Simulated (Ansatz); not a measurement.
## Ta: course of a relaxation

These are results of DFT PBE, scalar-relativistic, plane waves, PAW in Ansatz, not measurements. (420 eV cutoff, 14×14×14 k-mesh, Gaussian smearing of 0.10 eV, no spin polarisation)

What was changed: 0 of 3 Ta sites taken by V, cell and atoms relaxed.

Spin–orbit coupling is left out, which can shift energies with elements as heavy as these.

Command:

```bash
ansatz run input.yaml --threads 1 --pin off --max-ram 2560MiB --backend cpu --events-out ev --progress --plain --runs-dir out
```

Input:

```yaml
crystal:
  lattice:
    - [3.3190623911, 0.0, 0.0]
    - [0.0, 3.3190623911, 0.0]
    - [-1.6595311956, -1.6595311956, 4.9785935867]
  atoms:
    - { symbol: Ta, position: [0.0, 0.0, 0.0] }
    - { symbol: Ta, position: [0.3333333333, 0.3333333333, 0.6666666667] }
    - { symbol: Ta, position: [0.6666666667, 0.6666666667, 0.3333333333] }
basis:
  ecutwfc: 420
kpoints:
  mp_grid: { grid: [14, 14, 14] }
hamiltonian:
  xc: pbe
scf:
  occupations: { method: gaussian, width: 0.1 }
output:
  forces: true
  stress: true
  eigenvalues: true
relax:
  adjacent_minimum: "off"
  f_tol: 0.015
  max_steps: 60
  cell: { stress_tol: 0.15 }
```

F is the free energy. Steps run on the plane waves of an earlier cell, but the last one, and at times one on the way, on a freshly chosen basis, so a repeated geometry can differ a little in energy.

Steps:

```json
{"step": "1", "F − F(1) (eV)": "0.0000", "largest force component (eV/Å)": "0.000", "V (Å³/atom)": "18.282", "P (GPa)": "0.08"}
{"step": "2", "F − F(1) (eV)": "0.0001", "largest force component (eV/Å)": "0.000", "V (Å³/atom)": "18.315", "P (GPa)": "-0.28"}
{"step": "3", "F − F(1) (eV)": "0.0000", "largest force component (eV/Å)": "0.000", "V (Å³/atom)": "18.289", "P (GPa)": "0.00"}
{"step": "4", "F − F(1) (eV)": "0.0000", "largest force component (eV/Å)": "0.000", "V (Å³/atom)": "18.289", "P (GPa)": "0.00"}
```

Relaxed structure:

```xyz
3
Lattice="3.3178 0.0000 0.0000 0.0000 3.3178 0.0000 -1.6589 -1.6589 4.9845" Properties=species:S:1:pos:R:3 pbc="T T T"
Ta    0.0000    0.0000    0.0000
Ta    0.0000    0.0000    3.3230
Ta    1.6589    1.6589    1.6615
```

The structure is cubic, space group Im-3m (No. 229). The conventional cell has a = 3.320 Å, b = 3.320 Å, c = 3.320 Å, α = 90.00°, β = 90.00°, γ = 90.00°. Around Ta (site symmetry m-3m) lie 8 Ta at 2.87 Å.

The run converged. The run took 30 s on 1 thread of Intel(R) Xeon(R) 6975P-C (Granite Rapids), on a shared host, peak memory 0.58 GiB.